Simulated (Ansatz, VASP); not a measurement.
One calculation of Fe, two programs

POSCAR

```
Fe
1.0
   -1.4666599429      1.4666599429      1.4666599429
    1.4666599429     -1.4666599429      1.4666599429
    1.4666599429      1.4666599429     -1.4666599429
Fe
1
Direct
    0.0000000000      0.0000000000      0.0000000000
```

The input INCAR.step1:

```
SYSTEM = Fe
ALGO = Normal ; EDIFF = 1E-4
ENCUT = 520 ; GGA = PE
ISMEAR = -1 ; ISPIN = 2
LASPH = .True. ; LCHARG = .False.
LMAXMIX = 4 ; LREAL = .False.
LWAVE = .True. ; MAGMOM = 3
NBANDS = 14 ; NELM = 150
PREC = Accurate ; SIGMA = 0.05
```

The input INCAR.step2:

```
SYSTEM = Fe
ALGO = Normal ; EDIFF = 1E-7
ENCUT = 520 ; ISIF = 2
ISMEAR = -1 ; ISPIN = 2
ISTART = 1 ; LASPH = .True.
LCHARG = .False. ; LMAXMIX = 4
LMIXTAU = .True. ; LORBIT = 11
LREAL = .False. ; LWAVE = .False.
MAGMOM = 3 ; METAGGA = R2SCAN
NBANDS = 14 ; NELM = 150
PREC = Accurate ; SIGMA = 0.05
```

Contents of KPOINTS:

```
k-points
0
Gamma
  14 14 14
  0 0 0
```

Input for Ansatz:

```yaml
crystal:
  lattice:
    - [-1.4666599429, 1.4666599429, 1.4666599429]
    - [1.4666599429, -1.4666599429, 1.4666599429]
    - [1.4666599429, 1.4666599429, -1.4666599429]
  atoms:
    - { symbol: Fe, position: [0.0, 0.0, 0.0], spin: 3.0 }
magnetization:
  spin_polarized: true
kpoints:
  mp_grid: { grid: [14, 14, 14] }
scf:
  occupations: { method: fermi_dirac, width: 0.05 }
hamiltonian:
  xc: r2scan
  pseudopotentials: { kind: paw }
output:
  forces: true
  stress: true
  eigenvalues: true
  populations: true
```

Change from the starting cell: volume scaled by 1.05, PAW files.

Alike in both runs: task single point; functional r2SCAN; k mesh 14 × 14 × 14; occupations fermi-dirac, width 0.05 eV; collinear spin.

|  | VASP | Ansatz |
| --- | --- | --- |
| version | VASP 6.6.1 | Ansatz 0.2.0 |
| potentials or method | VASP PAW PBE potentials, release 64 (Fe) | PAW with Ansatz's default frozen-core files, scalar-relativistic |
| plane-wave cutoff (eV) | 520 | 500 |
| valence electrons in the cell | 8 | 16 |

VASP gave:

* pressure (GPa): -10.1
* net moment per atom (μB): 2.74
* size of the moment on the site where the two differ most (μB): 2.83

Problem. Estimate Ansatz's values.

Solution. Pressure (GPa): -9.9; net moment per atom (μB): 2.75; size of the moment on the site where the two differ most (μB): 2.92.

Site moments also hang on the region over which each program counts them. The two sets of potentials don't hold the same shells in valence. Ansatz warned: «stability_check_not_made».

Caveats: the PAW data sets were made with another functional, which shifts forces and pressure a little (VASP).
